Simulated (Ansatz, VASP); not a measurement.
## Two plane-wave programs on WC (Qusongite)

```
CELL_PARAMETERS angstrom
2.90650 0.00000 0.00000
-1.45325 2.51710 0.00000
0.00000 0.00000 2.83660
ATOMIC_POSITIONS crystal
W 0.00000 0.00000 0.00000
C 0.66667 0.33333 0.50000
```

Alike in both runs: task relaxation of cell and atoms; functional BLYP; k mesh 10 × 10 × 9; occupations fermi-dirac, width 0.05 eV; no spin polarisation.

|  | VASP | Ansatz |
| --- | --- | --- |
| version | VASP 6.6.1 | Ansatz 0.2.0 |
| potentials or method | VASP PAW PBE potentials, release 64 (W_sv, C) | Ansatz PAW |
| plane-wave cutoff (eV) | 600 | 420 |
| valence electrons in the cell | 18 | 18 |

Ansatz gave:

| Property | Result |
| --- | --- |
| relaxed volume (Å³/atom) | 10.89 |
| relaxed cell length with the largest relative difference (Å) | 2.872 |
| energy change over the relaxation (meV/atom) | -29 |

Estimate VASP's values.

relaxed volume (Å³/atom): 10.96; relaxed cell length with the largest relative difference (Å): 2.878; energy change over the relaxation (meV/atom): -36.

Caveats: the PAW data sets were made with another functional, which shifts forces and pressure a little (VASP); the plane-wave basis is chosen anew once the cell has moved, so the energies of steps on either side of that aren't comparable (Ansatz); the pressure holds a Pulay correction of +0.3 GPa for the finite cutoff (Ansatz); the PAW data sets come from PBE, with cores solved anew for the run's functional, which leaves a small shift of forces and pressure (Ansatz). BLYP gives volumes clearly too large for solids. Spin-orbit coupling is left out, which matters for the levels of W.
